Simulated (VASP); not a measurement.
Wanted: the native input for a VASP 6.6.1 run.

```yaml
Task: relaxation of cell and atoms
Functional: PBE
Potentials_or_basis: VASP PAW PBE potentials, release 64 (Co, Si)
Cutoff: 520 eV
k_mesh: 6 × 10 × 6
Occupations: gaussian, width 0.1 eV
Spin: collinear spin, ferromagnetic start
Starting_moments: "[2.0, 2.0, 2.0, 2.0, 0.0, 0.0, 0.0, 0.0] μB"
Further_INCAR_settings: ALGO = Normal; EDIFF = 1e-06; IBRION = 2; EDIFFG = -0.01; NSW = 90; ISIF = 3
```

The structure of CoSi lies in POSCAR:

```
CoSi
1.0
    5.2990000000      0.0000000000      0.0000000000
    0.0000000000      2.9010000000      0.0000000000
    0.0000000000      0.0000000000      6.0290000000
Co Si
4 4
Direct
    0.4958954500      0.7500000000      0.3005058900
    0.0041045500      0.2500000000      0.8005058900
    0.5041045500      0.2500000000      0.6994941100
    0.9958954500      0.7500000000      0.1994941100
    0.8112379700      0.7500000000      0.5580942100
    0.6887620300      0.2500000000      0.0580942100
    0.1887620300      0.2500000000      0.4419057900
    0.3112379700      0.7500000000      0.9419057900
```

The cell was built by a generator and needn't be a form met in nature.

The input as run:

INCAR

```
ALGO = Normal
EDIFF = 1E-6
EDIFFG = -0.01
ENCUT = 520
GGA = PE
IBRION = 2
ISIF = 3
ISMEAR = 0
ISPIN = 2
KPAR = 4
LASPH = True
LCHARG = False
LMAXMIX = 4
LORBIT = 11
LREAL = False
LWAVE = False
MAGMOM = 2 2 2 2 0 0 0 0
NELM = 120
NSW = 90
PREC = Accurate
SIGMA = 0.1
```

KPOINTS

```
k-points
0
Gamma
  6 10 6
```

Potentials or basis: VASP PAW PBE potentials, release 64 (Co, Si).

Launch:

```console
$ cat potpaw_PBE.64/Co/POTCAR potpaw_PBE.64/Si/POTCAR > POTCAR
$ mpirun -np 4 vasp_std > vasp.out
```

Results of the run:

```yaml
Relaxed_volume: 11.65 Å³/atom
Relaxed_cell: a = 5.324 Å, b = 2.913 Å, c = 6.008 Å, α = 90.00°, β = 90.00°, γ = 90.00°
Space_group_after_relaxing_to_0.05_Å: Pnma (No. 62)
Energy_gained_by_relaxing: 0.5 meV/atom
Ionic_steps: 7
Pressure_after_relaxing: 0.0 GPa
Largest_force_after_relaxing: 0.007 eV/Å
Band_gap_on_the_k_mesh: none (metal or under the smearing width)
Net_moment: 0.80 μB per cell
Site_moments: Co +0.22; Si -0.01 μB
Valence_electrons_inside_the_program's_atomic_spheres: Co 8.56; Si 1.65
```

It took 5.9 min on 4 MPI ranks on Intel(R) Xeon(R) 6975P-C (Granite Rapids), on a shared host, peak memory 0.54 GiB a rank.
